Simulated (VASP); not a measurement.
# GePt (Pm-3m) in VASP: relaxation of cell and atoms with PBE

Aim: the relaxation of cell and atoms of GePt with PBE.

Everything below comes from runs of VASP 6.6.1. Logs are shortened: lines on timing, memory, paths and dates and some standing lists are left out, and cuts for length are marked.

### 1 The structure

The structure is cubic, space group Pm-3m (No. 221). The conventional cell has a = 3.277 Å, b = 3.277 Å, c = 3.277 Å, α = 90.00°, β = 90.00°, γ = 90.00°. Around Ge (site symmetry m-3m) lie 8 Pt at 2.84 Å. Pt (site symmetry m-3m) is surrounded by 8 Ge at 2.84 Å.

The cell was built by a generator and needn't be a form met in nature.

### 2 Relaxation of cell and atoms, PBE

INCAR

```
SYSTEM = GePt
ALGO = Fast ; EDIFF = 1E-4
EDIFFG = -0.08 ; ENCUT = 520
GGA = PE ; IBRION = 2
ISIF = 3 ; ISMEAR = 0
LASPH = .True. ; LCHARG = .False.
LREAL = .False. ; LWAVE = .False.
NELM = 60 ; NSW = 24
PREC = Normal ; SIGMA = 0.15
```

KPOINTS

```
k-points
0
Gamma
  6 6 6
  0 0 0
```

POSCAR

```
GePt
1.0
    3.2769710100      0.0000000000      0.0000000000
    0.0000000000      3.2769710100      0.0000000000
    0.0000000000      0.0000000000      3.2769710100
Ge Pt
1 1
Direct
    0.0000000000      0.0000000000      0.0000000000
    0.5000000000      0.5000000000      0.5000000000
```

Potentials or basis: VASP PAW PBE potentials, release 64 (Ge_d, Pt).

Launch:

```bash
cat potpaw_PBE.64/Ge_d/POTCAR potpaw_PBE.64/Pt/POTCAR > POTCAR
mpirun -np 1 vasp_std > vasp.out
```

OUTCAR:

```text
SYSTEM = GePt
   EDIFF = 1E-4
   EDIFFG = -0.08
   ENCUT = 520
   GGA = PE
   IBRION = 2
   ISIF = 3
   ISMEAR = 0
   LASPH = .True.
   LREAL = .False.
   NELM = 60
   NSW = 24
   PREC = Normal

 ion  position               nearest neighbor table
   1  0.000  0.000  0.000-   2 2.84   2 2.84   2 2.84   2 2.84   2 2.84   2 2.84   2 2.84   2 2.84

   2  0.500  0.500  0.500-   1 2.84   1 2.84   1 2.84   1 2.84   1 2.84   1 2.84   1 2.84   1 2.84

  LATTYP: Found a simple cubic cell.
 ALAT       =     3.2769710100

  Lattice vectors:

 A1 = (   3.2769710100,   0.0000000000,   0.0000000000)
 A2 = (   0.0000000000,   3.2769710100,   0.0000000000)
 A3 = (   0.0000000000,   0.0000000000,   3.2769710100)

Analysis of symmetry for initial positions (statically):
=====================================================================
 Subroutine PRICEL returns:
 Original cell was already a primitive cell.

 Routine SETGRP: Setting up the symmetry group for a
 simple cubic supercell.

 Subroutine GETGRP returns: Found 48 space group operations
 (whereof 48 operations were pure point group operations)
 out of a pool of 48 trial point group operations.

The static configuration has the point symmetry O_h .

Analysis of symmetry for dynamics (positions and initial velocities):
=====================================================================
 Subroutine PRICEL returns:
 Original cell was already a primitive cell.

 Routine SETGRP: Setting up the symmetry group for a
 simple cubic supercell.

 Subroutine GETGRP returns: Found 48 space group operations
 (whereof 48 operations were pure point group operations)
 out of a pool of 48 trial point group operations.

The dynamic configuration has the point symmetry O_h .

 Subroutine INISYM returns: Found 48 space group operations
 (whereof 48 operations are pure point group operations),
 and found     1 'primitive' translations

----------------------------------------------------------------------------------------

                                     Primitive cell

  volume of cell :      35.1899

  direct lattice vectors                    reciprocal lattice vectors
     3.276971010  0.000000000  0.000000000     0.305159856  0.000000000  0.000000000
     0.000000000  3.276971010  0.000000000     0.000000000  0.305159856  0.000000000
     0.000000000  0.000000000  3.276971010     0.000000000  0.000000000  0.305159856

  length of vectors
     3.276971010  3.276971010  3.276971010     0.305159856  0.305159856  0.305159856

  position of ions in fractional coordinates (direct lattice)
     0.000000000  0.000000000  0.000000000
     0.500000000  0.500000000  0.500000000

  ion indices of the primitive-cell ions
   primitive index   ion index
                 1           1
                 2           2

----------------------------------------------------------------------------------------

 KPOINTS: k-points

Automatic generation of k-mesh.
 Grid dimensions read from file:
 generate k-points for:    6    6    6

 Generating k-lattice:

  Cartesian coordinates                     Fractional coordinates (reciprocal lattice)
     0.050859976  0.000000000  0.000000000     0.166666667  0.000000000  0.000000000
     0.000000000  0.050859976  0.000000000     0.000000000  0.166666667  0.000000000
     0.000000000  0.000000000  0.050859976     0.000000000  0.000000000  0.166666667

  Length of vectors
     0.050859976  0.050859976  0.050859976

  Shift w.r.t. Gamma in fractional coordinates (k-lattice)
     0.000000000  0.000000000  0.000000000

 Subroutine IBZKPT returns following result:
 ===========================================

 Found     20 irreducible k-points:

 Following reciprocal coordinates:
            Coordinates               Weight
  0.000000  0.000000  0.000000      1.000000
  0.166667  0.000000  0.000000      6.000000
  0.333333  0.000000  0.000000      6.000000
  0.500000  0.000000  0.000000      3.000000
  0.166667  0.166667  0.000000     12.000000
  0.333333  0.166667  0.000000     24.000000
[... 12 lines left out ...]
  0.500000  0.500000  0.333333      6.000000
  0.500000  0.500000  0.500000      1.000000
   k-points           NKPTS =     20   k-points in BZ     NKDIM =     20   number of bands    NBANDS=     16
   number of dos      NEDOS =    301   number of ions     NIONS =      2
   total plane-waves  NPLWV =   5832
   dimension x,y,z NGX =    18 NGY =   18 NGZ =   18
   dimension x,y,z NGXF=    36 NGYF=   36 NGZF=   36
   ions per type =               1   1
   NGX,Y,Z   is equivalent  to a cutoff of   9.13,  9.13,  9.13 a.u.
   NGXF,Y,Z  is equivalent  to a cutoff of  18.26, 18.26, 18.26 a.u.
 SYSTEM =  GePt
   PREC   = normal    normal or accurate (medium, high low for compatibility)
   ISTART =      0    job   : 0-new  1-cont  2-samecut
   ICHARG =      2    charge: 1-file 2-atom 10-const
   ISPIN  =      1    spin polarized calculation?
   LNONCOLLINEAR =      F non collinear calculations
   LSORBIT =      F    spin-orbit coupling
   LASPH  =      T    aspherical Exc in radial PAW
   ENCUT  =  520.0 eV  38.22 Ry    6.18 a.u.   6.09  6.09  6.09*2*pi/ulx,y,z
   NELM   =     60;   NELMIN=  2; NELMDL= -5     # of ELM steps
   EDIFF  = 0.1E-03   stopping-criterion for ELM
   LREAL  =      F    real-space projection
   EDIFFG = -.8E-01   stopping-criterion for IOM
   NSW    =     24    number of steps for IOM
   IBRION =      2    ionic relax: 0-MD 1-quasi-New 2-CG
   NFREE  =      1    steps in history (QN), initial steepest desc. (CG)
   ISIF   =      3    stress and relaxation
   ISYM   =      2    0-nonsym 1-usesym 2-fastsym
   POTIM  = 0.5000    time-step for ionic-motion
   TEBEG  =    0.0;   TEEND  =   0.0 temperature during run
   PSTRESS=    0.0 pullay stress
   NELECT =      24.0000    total number of electrons
   NUPDOWN=      -1.0000    fix difference up-down
   EMIN   =  10.00;   EMAX   =-10.00  energy-range for DOS
   EFERMI =   0.00;   METHOD = LEGACY
   ISMEAR =     0;   SIGMA  =   0.15  broadening in eV -4-tet -1-fermi 0-gaus
   EFERMI_NEDOS =   21; number of points for ismear=-14 and -15
   IALGO  =     68    algorithm
   IMIX   =      4    mixing-type and parameters
     AMIX     =   0.40;   BMIX     =  1.00
     AMIX_MAG =   1.60;   BMIX_MAG =  1.00
  volume/ion in A,a.u.               =      17.59       118.74
  Fermi-wavevector in a.u.,A,eV,Ry     =   1.441029  2.723149 28.253367  2.076564
  Thomas-Fermi vector in A             =   2.559707
   LORBIT       =      0    0 simple, 1 ext, 2 COOP (PROOUT), +10 PAW based schemes
   GGA     = PE    functional components
   LHFCALC =     F    Hartree Fock is set to
   AEXX    =    0.0000 exact exchange contribution
   IVDW    =     0    specifies the selected vdW correction
   LEPSILON=     F    determine dielectric tensor
   LRPA    =     F    only Hartree local field effects (RPA)
 conjugate gradient relaxation of ions
 non-spin polarized calculation
 RMM-DIIS sequential band-by-band and
 Gauss-broadening in eV      SIGMA  =   0.15
  energy-cutoff  :      520.00
  volume of cell :       35.19
 maximum number of plane-waves:       968
   NGX = 13   NGY = 13   NGZ = 13

--------------------------------------- Ionic step        1  -------------------------------------------

 number of electron      23.9999941 magnetization

 Free energy of the ion-electron system (eV)
  ---------------------------------------------------
  ext. energy  EPLUGINS =         0.00000000
  ---------------------------------------------------
  free energy    TOTEN  =       -10.73047911 eV

  energy without entropy =      -10.71142709  energy(sigma->0) =      -10.72095310

------------------------ aborting loop because EDIFF is reached ----------------------------------------

  FORCE on cell =-STRESS in cart. coord.  units (eV):
  Direction    XX          YY          ZZ          XY          YZ          ZX
  --------------------------------------------------------------------------------------
  -------------------------------------------------------------------------------------
  Total       -1.9422022     -1.9422022     -1.9422022      0.0000000      0.0000000      0.0000000
  in kB      -88.4274735    -88.4274735    -88.4274735      0.0000000      0.0000000      0.0000000
  external PRESSURE =     -88.4274735 kB  Pullay stress =       0.0000000 kB

 VOLUME and BASIS-vectors are now :
 -----------------------------------------------------------------------------
  energy-cutoff  :      520.00
  volume of cell :       35.19
      direct lattice vectors                 reciprocal lattice vectors
     3.276971010  0.000000000  0.000000000     0.305159856  0.000000000  0.000000000
     0.000000000  3.276971010  0.000000000     0.000000000  0.305159856  0.000000000
     0.000000000  0.000000000  3.276971010     0.000000000  0.000000000  0.305159856

 POSITION                                       TOTAL-FORCE (eV/Angst)
 -----------------------------------------------------------------------------------
      0.00000      0.00000      0.00000         0.000000      0.000000      0.000000
      1.63849      1.63849      1.63849         0.000000      0.000000      0.000000
 -----------------------------------------------------------------------------------
    total drift:                                0.000000     -0.000000      0.000000

  FREE ENERGIE OF THE ION-ELECTRON SYSTEM (eV)
  ---------------------------------------------------
  free  energy   TOTEN  =       -10.7304791051 eV

  energy  without entropy=      -10.7114270938  energy(sigma->0) =      -10.72095310

--------------------------------------- Ionic step        2  -------------------------------------------

 number of electron      24.0000056 magnetization

 E-fermi :  10.5577     XC(G=0): -12.9103

 val. band max:       10.3628324693   @ k =   0.3333   0.3333   0.1667
 cond. band min:      10.6378920920   @ k =   0.3333   0.3333   0.1667
 fundamental gap:      0.2750596227
 Fermi energy:        10.5577299948

 k-point     1 :       0.0000    0.0000    0.0000
  band No.  band energies     occupation
      1     -14.5755      2.00000
      2     -14.5755      2.00000
      3     -14.5146      2.00000
      4     -14.5146      2.00000
      5     -14.5146      2.00000
      6      -2.9542      2.00000
[... 8 lines left out ...]
     15      15.5038      0.00000
     16      20.6679      0.00000
[... 381 lines left out ...]
 POSITION                                       TOTAL-FORCE (eV/Angst)
 -----------------------------------------------------------------------------------
      0.00000      0.00000      0.00000         0.000000     -0.000000      0.000000
      1.56172      1.56172      1.56172        -0.000000      0.000000      0.000000
 -----------------------------------------------------------------------------------
    total drift:                                0.000000     -0.000000      0.000000

  FREE ENERGIE OF THE ION-ELECTRON SYSTEM (eV)
  ---------------------------------------------------
  free  energy   TOTEN  =       -10.7355633980 eV

  energy  without entropy=      -10.7190645149  energy(sigma->0) =      -10.72731396

--------------------------------------- Ionic step        3  -------------------------------------------

 number of electron      24.0000073 magnetization

 Free energy of the ion-electron system (eV)
  ---------------------------------------------------
  ext. energy  EPLUGINS =         0.00000000
  ---------------------------------------------------
  free energy    TOTEN  =       -10.80722976 eV

  energy without entropy =      -10.79370373  energy(sigma->0) =      -10.80046674

 E-fermi :   9.3562     XC(G=0): -12.5146

 val. band max:        9.2831943012   @ k =   0.5000   0.5000   0.0000
 cond. band min:       9.4182385688   @ k =   0.5000   0.3333   0.1667
 fundamental gap:      0.1350442676
 Fermi energy:         9.3562497477

 k-point     1 :       0.0000    0.0000    0.0000
  band No.  band energies     occupation
      1     -15.5683      2.00000
      2     -15.5683      2.00000
      3     -15.5204      2.00000
      4     -15.5204      2.00000
      5     -15.5204      2.00000
      6      -3.3282      2.00000
[... 8 lines left out ...]
     15      13.6887      0.00000
     16      19.2899      0.00000
[... 381 lines left out ...]
 POSITION                                       TOTAL-FORCE (eV/Angst)
 -----------------------------------------------------------------------------------
      0.00000      0.00000      0.00000         0.000000     -0.000000      0.000000
      1.59835      1.59835      1.59835        -0.000000      0.000000      0.000000
 -----------------------------------------------------------------------------------
    total drift:                                0.000000     -0.000000      0.000000

  FREE ENERGIE OF THE ION-ELECTRON SYSTEM (eV)
  ---------------------------------------------------
  free  energy   TOTEN  =       -10.8072297560 eV

  energy  without entropy=      -10.7937037285  energy(sigma->0) =      -10.80046674

 reached required accuracy - stopping structural energy minimisation
```

It took 10 s on 1 thread of Intel Xeon Platinum 8375C at 2.90GHz (Ice Lake), shared host; peak memory 0.12 GiB.

What came out:

* Free energy: -10.8072 eV
* Relaxed volume: 16.33 Å³/atom
* Relaxed cell: a = 3.197 Å, b = 3.197 Å, c = 3.197 Å, α = 90.00°, β = 90.00°, γ = 90.00°
* Space group after relaxing (to 0.05 Å): Pm-3m (No. 221)
* Energy gained by relaxing: 38.4 meV/atom
* Ionic steps: 3
* Pressure after relaxing: -0.1 GPa
* Band gap on the k mesh: none (metal or under the smearing width)

Step by step:
```csv
step,energy change (eV),largest force (eV/Å),pressure (GPa),volume (Å³)
1,0.0000,0.0000,-8.84,35.19
2,-0.0051,0.0000,11.02,30.47
3,-0.0768,0.0000,-0.13,32.67
```

Final structure:
```yaml
crystal:
  lattice:
    - [3.19670, 0.00000, 0.00000]
    - [0.00000, 3.19670, 0.00000]
    - [0.00000, 0.00000, 3.19670]
  atoms:
    - { symbol: Ge, position: [0.00000, 0.00000, 0.00000] }
    - { symbol: Pt, position: [0.50000, 0.50000, 0.50000] }
```

Levels at points of the mesh, in eV from the Fermi level:
```csv
k point,band 10,band 11,band 12,band 13,band 14,band 15
"(0.00, 0.00, 0.00)",-2.22,-2.22,1.85,1.85,1.85,4.33
"(0.50, 0.00, 0.00)",-3.77,-2.12,-0.96,6.60,6.60,7.54
"(0.50, 0.50, 0.00)",-3.06,-3.06,-1.23,-0.07,1.04,4.97
"(0.50, 0.50, 0.50)",-1.16,-1.16,2.53,2.53,2.53,4.04
```

Caveat: the relaxation stopped at a loose force limit of 0.08 eV/Å, so its end isn't a converged minimum.
